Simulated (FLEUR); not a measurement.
Ag: equation of state with PBEsol

The system is Ag.

```
CELL_PARAMETERS angstrom
0.00000 2.04275 2.04275
2.04275 0.00000 2.04275
2.04275 2.04275 0.00000
ATOMIC_POSITIONS crystal
Ag 0.00000 0.00000 0.00000
```

```json
{
 "Program": "FLEUR MaX-R8.1 (later development tree)",
 "Task": "equation of state",
 "Functional": "PBEsol",
 "Potentials or basis": "all-electron",
 "Basis": "FLAPW",
 "Kmax": "4.1 1/bohr",
 "k mesh": "11 × 11 × 11",
 "Occupations": "fermi-dirac, width 0.05 eV",
 "Spin": "no spin polarisation",
 "Gmax": "12.7 1/bohr",
 "Muffin-tin radii": "Ag 2.48 bohr",
 "lmax": "Ag 10",
 "lnonsphr": "Ag 10",
 "Local orbitals a species": "Ag 5"
}
```

```
Equilibrium volume                      : 16.60 Å³/atom
Bulk modulus                            : 121 GPa
Pressure derivative of the bulk modulus : 6.0
```

Energy against volume, from the lowest point:
```csv
volume (Å³/atom),energy (meV/atom)
16.025,8.00
16.366,1.02
16.707,0.00
17.048,3.93
17.389,12.22
17.730,24.39
18.071,39.73
```
